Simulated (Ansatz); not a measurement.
## AlN (F-43m), tetragonal deformation path

All numbers below come from DFT LDA, scalar-relativistic, plane waves, PAW in Ansatz 0.2.0. Cutoff 420 eV, Γ-centred 10×10×10 k-points, Gaussian smearing of 0.05 eV. No spin polarisation. Energies are free energies at this smearing, counted from the undisturbed cell; pressure is positive in compression.

Reference structure (as given, not relaxed at this level; it stands at -3.6 GPa; this zinc-blende form isn't the usual structure):

```
CELL_PARAMETERS angstrom
0.00000 2.18399 2.18399
2.18399 0.00000 2.18399
2.18399 2.18399 0.00000
ATOMIC_POSITIONS crystal
Al 0.00000 0.00000 0.00000
N 0.75000 0.75000 0.75000
```

At fixed volume and fractional coordinates, lengths along (0.000, 0.000, 1.000) are scaled against those across it; ρ is that ratio over its starting value.

```csv
ρ,ΔE (meV/atom)
0.650,313.3
0.707,204.6
0.780,114.5
0.850,56.0
0.920,17.2
0.960,4.5
1.000,0.0
1.050,7.8
1.100,32.6
1.200,140.4
1.300,332.4
1.414,654.4
1.500,963.5
```

Predict the pressure (GPa) at each point.

```tsv
ρ	pressure (GPa)
0.650	-18.3
0.707	-13.7
0.780	-9.0
0.850	-5.9
0.920	-4.2
0.960	-3.7
1.000	-3.6
1.050	-3.8
1.100	-4.2
1.200	-5.6
1.300	-7.1
1.414	-8.1
1.500	-7.9
```

Cost: 13 runs of about 0.38 core-minutes in all, on Arm Neoverse V2 (shared hosts).